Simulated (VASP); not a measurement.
# SiO2 (P6_322) in VASP: relaxation of cell and atoms with LDA

Aim: the relaxation of cell and atoms of SiO2 with LDA.

All numbers are computed with VASP 6.6.1; they aren't measurements. Logs are shortened: lines on timing, memory, paths and dates and some standing lists are left out, and cuts for length are marked.

### Step 1. Starting point

It takes space group P6_322 (No. 182, hexagonal). The conventional cell has a = 5.069 Å, b = 5.069 Å, c = 8.558 Å, α = 90.00°, β = 90.00°, γ = 120.00°. Around Si (site symmetry 3) lie 4 O at 1.60 to 1.61 Å. O (site symmetry 2) has 2 Si at 1.61 Å as nearest neighbours. O (site symmetry 32) has 2 Si at 1.60 Å as nearest neighbours.

The cell comes from a database or a generator and needn't be the stable form of this composition.

### Step 2. Relaxation of cell and atoms, LDA

INCAR reads:

```
SYSTEM = SiO2
PREC     = Accurate       ! precision mode
ENCUT    = 600            ! plane-wave cutoff, eV
EDIFF    = 1E-6           ! SCF threshold, eV
ISMEAR   = 0              ! smearing method
SIGMA    = 0.02           ! smearing width, eV
LREAL    = .FALSE.        ! projectors in reciprocal space
LASPH    = .TRUE.         ! aspherical terms in the spheres
NELM     = 100            ! most SCF steps
ALGO     = Normal         ! electronic algorithm
ISIF     = 3              ! what is computed and relaxed
LWAVE    = .FALSE.        ! write WAVECAR
LCHARG   = .FALSE.        ! write CHGCAR
IBRION   = 2              ! ionic algorithm
NSW      = 40             ! ionic steps
EDIFFG   = -0.005         ! ionic threshold
KPAR     = 4
```

KPOINTS reads:

```
regular mesh
0
G
  6 6 4
  0 0 0
```

POSCAR reads:

```
SiO2
1.0
    5.0690738885      0.0000000000      0.0000000000
   -2.5345369442      4.3899467611      0.0000000000
    0.0000000000      0.0000000000      8.5584885400
Si O
4 8
Direct
    0.3333333333      0.6666666667      0.4371258000
    0.3333333333      0.6666666667      0.0628742000
    0.6666666667      0.3333333333      0.5628742000
    0.6666666667      0.3333333333      0.9371258000
    0.4212587450      0.0000000000      0.0000000000
    0.3333333333      0.6666666667      0.2500000000
    0.6666666667      0.3333333333      0.7500000000
    0.0000000000      0.5787412550      0.5000000000
    0.5787412550      0.5787412550      0.0000000000
    0.5787412550      0.0000000000      0.5000000000
    0.4212587450      0.4212587450      0.5000000000
    0.0000000000      0.4212587450      0.0000000000
```

Potentials or basis: VASP PAW LDA potentials, release 64 (Si, O).

Command:

```bash
$ cat potpaw_LDA.64/Si/POTCAR potpaw_LDA.64/O/POTCAR > POTCAR
$ mpirun -np 4 vasp_std > vasp.out
```

OUTCAR:

```text
SYSTEM = SiO2
   PREC = Accurate
   ENCUT = 600
   EDIFF = 1E-6
   ISMEAR = 0
   LREAL = .FALSE.
   LASPH = .TRUE.
   NELM = 100
   ISIF = 3
   IBRION = 2
   NSW = 40
   EDIFFG = -0.005

 ion  position               nearest neighbor table
   1  0.333  0.667  0.437-   6 1.60   8 1.61  10 1.61  11 1.61   3 3.12   3 3.12   3 3.12
   2  0.333  0.667  0.063-   6 1.60   5 1.61  12 1.61   9 1.61   4 3.12   4 3.12   4 3.12
   3  0.667  0.333  0.563-   7 1.60  10 1.61   8 1.61  11 1.61   1 3.12   1 3.12   1 3.12
   4  0.667  0.333  0.937-   7 1.60  12 1.61   5 1.61   9 1.61   2 3.12   2 3.12   2 3.12
   5  0.421  0.000  0.000-   2 1.61   4 1.61
   6  0.333  0.667  0.250-   1 1.60   2 1.60
   7  0.667  0.333  0.750-   3 1.60   4 1.60
   8  0.000  0.579  0.500-   1 1.61   3 1.61
   9  0.579  0.579  0.000-   4 1.61   2 1.61
  10  0.579  0.000  0.500-   3 1.61   1 1.61
  11  0.421  0.421  0.500-   1 1.61   3 1.61
  12  0.000  0.421  0.000-   4 1.61   2 1.61

  LATTYP: Found a hexagonal cell.
 ALAT       =     5.0690738885
 C/A-ratio  =     1.6883732075

  Lattice vectors:

 A1 = (   5.0690738885,   0.0000000000,   0.0000000000)
 A2 = (  -2.5345369442,   4.3899467611,   0.0000000000)
 A3 = (   0.0000000000,   0.0000000000,   8.5584885400)

Analysis of symmetry for initial positions (statically):
=====================================================================
 Subroutine PRICEL returns:
 Original cell was already a primitive cell.

 Routine SETGRP: Setting up the symmetry group for a
 hexagonal supercell.

 Subroutine GETGRP returns: Found 12 space group operations
 (whereof  6 operations were pure point group operations)
 out of a pool of 24 trial point group operations.

The static configuration has the point symmetry D_3 .
 The point group associated with its full space group is D_6 .

Analysis of symmetry for dynamics (positions and initial velocities):
=====================================================================
 Subroutine PRICEL returns:
 Original cell was already a primitive cell.

 Routine SETGRP: Setting up the symmetry group for a
 hexagonal supercell.

 Subroutine GETGRP returns: Found 12 space group operations
 (whereof  6 operations were pure point group operations)
 out of a pool of 24 trial point group operations.

The dynamic configuration has the point symmetry D_3 .
 The point group associated with its full space group is D_6 .

 Subroutine INISYM returns: Found 12 space group operations
 (whereof  6 operations are pure point group operations),
 and found     1 'primitive' translations

----------------------------------------------------------------------------------------

                                     Primitive cell

  volume of cell :     190.4517

  direct lattice vectors                    reciprocal lattice vectors
     5.069073889  0.000000000  0.000000000     0.197274694  0.113896598  0.000000000
    -2.534536944  4.389946761  0.000000000     0.000000000  0.227793195  0.000000000
     0.000000000  0.000000000  8.558488540     0.000000000  0.000000000  0.116843061

  length of vectors
     5.069073889  5.069073888  8.558488540     0.227793195  0.227793195  0.116843061

  position of ions in fractional coordinates (direct lattice)
     0.333333333  0.666666667  0.437125800
     0.333333333  0.666666667  0.062874200
     0.666666667  0.333333333  0.562874200
     0.666666667  0.333333333  0.937125800
     0.421258745  0.000000000  0.000000000
     0.333333333  0.666666667  0.250000000
     0.666666667  0.333333333  0.750000000
     0.000000000  0.578741255  0.500000000
     0.578741255  0.578741255  0.000000000
     0.578741255  0.000000000  0.500000000
     0.421258745  0.421258745  0.500000000
     0.000000000  0.421258745  0.000000000

  ion indices of the primitive-cell ions
   primitive index   ion index
                 1           1
                 2           2
                 3           3
                 4           4
                 5           5
                 6           6
                 7           7
                 8           8
                 9           9
                10          10
                11          11
                12          12

----------------------------------------------------------------------------------------

 KPOINTS: regular mesh

Automatic generation of k-mesh.
 Grid dimensions read from file:
 generate k-points for:    6    6    4

 Generating k-lattice:

  Cartesian coordinates                     Fractional coordinates (reciprocal lattice)
     0.032879116  0.018982766  0.000000000     0.166666667 -0.000000000  0.000000000
     0.000000000  0.037965533  0.000000000     0.000000000  0.166666667  0.000000000
     0.000000000  0.000000000  0.029210765     0.000000000  0.000000000  0.250000000

  Length of vectors
     0.037965533  0.037965533  0.029210765

  Shift w.r.t. Gamma in fractional coordinates (k-lattice)
     0.000000000  0.000000000  0.000000000

 Subroutine IBZKPT returns following result:
 ===========================================

 Found     21 irreducible k-points:

 Following reciprocal coordinates:
            Coordinates               Weight
  0.000000  0.000000  0.000000      1.000000
  0.166667 -0.000000  0.000000      6.000000
  0.333333 -0.000000  0.000000      6.000000
  0.500000 -0.000000  0.000000      3.000000
  0.166667  0.166667  0.000000      6.000000
  0.333333  0.166667  0.000000     12.000000
[... 13 lines left out ...]
  0.333333  0.166667  0.500000     12.000000
  0.333333  0.333333  0.500000      2.000000
   k-points           NKPTS =     21   k-points in BZ     NKDIM =     21   number of bands    NBANDS=     39
   number of dos      NEDOS =    301   number of ions     NIONS =     12
   total plane-waves  NPLWV = 112000
   dimension x,y,z NGX =    40 NGY =   40 NGZ =   70
   dimension x,y,z NGXF=    80 NGYF=   80 NGZF=  140
   ions per type =               4   8
   NGX,Y,Z   is equivalent  to a cutoff of  13.12, 13.12, 13.60 a.u.
   NGXF,Y,Z  is equivalent  to a cutoff of  26.24, 26.24, 27.19 a.u.
 SYSTEM =  SiO2
   PREC   = accura    normal or accurate (medium, high low for compatibility)
   ISTART =      0    job   : 0-new  1-cont  2-samecut
   ICHARG =      2    charge: 1-file 2-atom 10-const
   ISPIN  =      1    spin polarized calculation?
   LNONCOLLINEAR =      F non collinear calculations
   LSORBIT =      F    spin-orbit coupling
   LASPH  =      T    aspherical Exc in radial PAW
   ENCUT  =  600.0 eV  44.10 Ry    6.64 a.u.  10.12 10.12 17.09*2*pi/ulx,y,z
   NELM   =    100;   NELMIN=  2; NELMDL= -5     # of ELM steps
   EDIFF  = 0.1E-05   stopping-criterion for ELM
   LREAL  =      F    real-space projection
   EDIFFG = -.5E-02   stopping-criterion for IOM
   NSW    =     40    number of steps for IOM
   IBRION =      2    ionic relax: 0-MD 1-quasi-New 2-CG
   NFREE  =      1    steps in history (QN), initial steepest desc. (CG)
   ISIF   =      3    stress and relaxation
   ISYM   =      2    0-nonsym 1-usesym 2-fastsym
   POTIM  = 0.5000    time-step for ionic-motion
   TEBEG  =    0.0;   TEEND  =   0.0 temperature during run
   PSTRESS=    0.0 pullay stress
   NELECT =      64.0000    total number of electrons
   NUPDOWN=      -1.0000    fix difference up-down
   EMIN   =  10.00;   EMAX   =-10.00  energy-range for DOS
   EFERMI =   0.00;   METHOD = LEGACY
   ISMEAR =     0;   SIGMA  =   0.02  broadening in eV -4-tet -1-fermi 0-gaus
   EFERMI_NEDOS =   21; number of points for ismear=-14 and -15
   IALGO  =     38    algorithm
   IMIX   =      4    mixing-type and parameters
     AMIX     =   0.40;   BMIX     =  1.00
     AMIX_MAG =   1.60;   BMIX_MAG =  1.00
  volume/ion in A,a.u.               =      15.87       107.10
  Fermi-wavevector in a.u.,A,eV,Ry     =   1.138168  2.150826 17.625357  1.295427
  Thomas-Fermi vector in A             =   2.274873
   LORBIT       =      0    0 simple, 1 ext, 2 COOP (PROOUT), +10 PAW based schemes
   GGA     = CA    functional components
   LHFCALC =     F    Hartree Fock is set to
   AEXX    =    0.0000 exact exchange contribution
   IVDW    =     0    specifies the selected vdW correction
   LEPSILON=     F    determine dielectric tensor
   LRPA    =     F    only Hartree local field effects (RPA)
 conjugate gradient relaxation of ions
 non-spin polarized calculation
 Gauss-broadening in eV      SIGMA  =   0.02
  energy-cutoff  :      600.00
  volume of cell :      190.45
 maximum number of plane-waves:      6396
   NGX = 21   NGY = 21   NGZ = 35

--------------------------------------- Ionic step        1  -------------------------------------------

 number of electron      63.9999981 magnetization

 Free energy of the ion-electron system (eV)
  ---------------------------------------------------
  ext. energy  EPLUGINS =         0.00000000
  ---------------------------------------------------
  free energy    TOTEN  =      -103.73945965 eV

  energy without entropy =     -103.73945965  energy(sigma->0) =     -103.73945965

------------------------ aborting loop because EDIFF is reached ----------------------------------------

  FORCE on cell =-STRESS in cart. coord.  units (eV):
  Direction    XX          YY          ZZ          XY          YZ          ZX
  --------------------------------------------------------------------------------------
  -------------------------------------------------------------------------------------
  Total       -1.4642236     -1.4642236     -1.3790693     -0.0000000      0.0000000      0.0000000
  in kB      -12.3177969    -12.3177969    -11.6014351     -0.0000000      0.0000000      0.0000000
  external PRESSURE =     -12.0790096 kB  Pullay stress =       0.0000000 kB
[... 119 lines left out ...]
  FREE ENERGIE OF THE ION-ELECTRON SYSTEM (eV)
  ---------------------------------------------------
  free  energy   TOTEN  =      -103.7447350832 eV

  energy  without entropy=     -103.7447350832  energy(sigma->0) =     -103.74473508

[... ionic steps 4 to 23 ...]

--------------------------------------- Ionic step       24  -------------------------------------------

 number of electron      63.9999989 magnetization

------------------------ aborting loop because EDIFF is reached ----------------------------------------

  FORCE on cell =-STRESS in cart. coord.  units (eV):
  Direction    XX          YY          ZZ          XY          YZ          ZX
  --------------------------------------------------------------------------------------
  -------------------------------------------------------------------------------------
  Total        0.0417093      0.0417093      0.0973439      0.0000000      0.0000000      0.0000000
  in kB        0.3596973      0.3596973      0.8394850      0.0000000      0.0000000      0.0000000
  external PRESSURE =       0.5196266 kB  Pullay stress =       0.0000000 kB
[... 77 lines left out ...]
  energy  without entropy=     -103.7500227792  energy(sigma->0) =     -103.75002278

--------------------------------------- Ionic step       26  -------------------------------------------

 number of electron      63.9999988 magnetization

 Free energy of the ion-electron system (eV)
  ---------------------------------------------------
  ext. energy  EPLUGINS =         0.00000000
  ---------------------------------------------------
  free energy    TOTEN  =      -103.75003775 eV

  energy without entropy =     -103.75003775  energy(sigma->0) =     -103.75003775

 E-fermi :  -0.4888     XC(G=0):  -8.4926

 val. band max:       -0.6076519352   @ k =   0.0000   0.0000   0.2500
 cond. band min:       4.8065120535   @ k =   0.0000   0.0000   0.0000
 fundamental gap:      5.4141639887
 Fermi energy:        -0.4887748569

 k-point     1 :       0.0000    0.0000    0.0000
  band No.  band energies     occupation
      1     -19.8848      2.00000
      2     -19.4721      2.00000
      3     -18.4133      2.00000
      4     -17.7291      2.00000
      5     -17.7095      2.00000
      6     -17.7095      2.00000
[... 910 lines left out ...]
  FREE ENERGIE OF THE ION-ELECTRON SYSTEM (eV)
  ---------------------------------------------------
  free  energy   TOTEN  =      -103.7500377469 eV

  energy  without entropy=     -103.7500377469  energy(sigma->0) =     -103.75003775

 reached required accuracy - stopping structural energy minimisation
```

Run time: 6.8 min. Hardware: 4 MPI ranks of Intel Xeon Platinum 8488C (Sapphire Rapids), shared host; peak memory 0.34 GiB.

What came out:

```yaml
Free_energy: -103.7500 eV
Relaxed_volume: 15.49 Å³/atom
Relaxed_cell: a = 5.011 Å, b = 5.011 Å, c = 8.545 Å, α = 90.00°, β = 90.00°, γ = 120.00°
Space_group_after_relaxing_to_0.05_Å: P6_322 (No. 182)
Energy_gained_by_relaxing: 0.9 meV/atom
Ionic_steps: 26
Pressure_after_relaxing: 0.0 GPa
Band_gap_on_the_k_mesh: 5.41 eV, indirect (least direct gap 5.48 eV)
```

Step by step:
```csv
step,energy change (eV),largest force (eV/Å),pressure (GPa),volume (Å³)
1,0.0000,0.0427,-1.21,190.45
2,0.0053,0.1350,1.69,187.17
3,-0.0053,0.0294,-0.03,189.09
4,-0.0053,0.0310,-0.01,189.06
5,-0.0055,0.0289,0.01,188.98
6,-0.0055,0.0654,0.01,188.91
7,-0.0056,0.0637,0.01,188.89
8,-0.0058,0.0589,0.01,188.84
9,-0.0061,0.0494,0.00,188.75
10,-0.0067,0.0304,-0.03,188.57
11,-0.0078,0.0138,-0.08,188.20
12,-0.0089,0.0791,-0.19,187.47
13,-0.0090,0.1094,-0.25,187.15
14,-0.0093,0.0946,-0.22,187.00
15,-0.0098,0.0501,-0.15,186.52
16,-0.0097,0.0411,-0.01,185.58
17,-0.0099,0.0158,-0.06,186.05
18,-0.0099,0.0142,-0.08,186.15
19,-0.0101,0.0203,-0.04,186.08
20,-0.0103,0.0393,0.07,185.88
21,-0.0100,0.0776,0.33,185.46
22,-0.0103,0.0477,0.15,185.78
23,-0.0105,0.0216,0.10,185.78
24,-0.0106,0.0137,0.05,185.78
25,-0.0106,0.0109,0.06,185.78
26,-0.0106,0.0012,0.00,185.83
```

Final structure:
```cif
data_structure
_symmetry_space_group_name_H-M 'P 1'
_symmetry_Int_Tables_number 1
_cell_length_a 5.0110
_cell_length_b 5.0110
_cell_length_c 8.5455
_cell_angle_alpha 90.000
_cell_angle_beta 90.000
_cell_angle_gamma 120.000
_cell_volume 185.83
loop_
_atom_site_label
_atom_site_type_symbol
_atom_site_fract_x
_atom_site_fract_y
_atom_site_fract_z
_atom_site_occupancy
Si1 Si 0.33333 0.66667 0.43697 1
Si2 Si 0.33333 0.66667 0.06303 1
Si3 Si 0.66667 0.33333 0.56303 1
Si4 Si 0.66667 0.33333 0.93697 1
O1 O 0.41080 0.00000 0.00000 1
O2 O 0.33333 0.66667 0.25000 1
O3 O 0.66667 0.33333 0.75000 1
O4 O 0.00000 0.58920 0.50000 1
O5 O 0.58920 0.58920 0.00000 1
O6 O 0.58920 0.00000 0.50000 1
O7 O 0.41080 0.41080 0.50000 1
O8 O 0.00000 0.41080 0.00000 1
```

Levels at points of the mesh, in eV from the valence-band top:
```tsv
k point	band 30	band 31	band 32	band 33	band 34	band 35
(0.00, 0.00, 0.00)	-0.83	-0.06	-0.06	5.41	7.75	8.06
(0.50, 0.00, 0.00)	-0.77	-0.65	-0.05	7.70	8.13	8.60
(0.00, 0.00, 0.50)	-0.67	-0.19	-0.19	6.21	6.21	9.01
(0.50, 0.00, 0.50)	-0.76	-0.38	-0.38	8.12	8.12	8.38
```
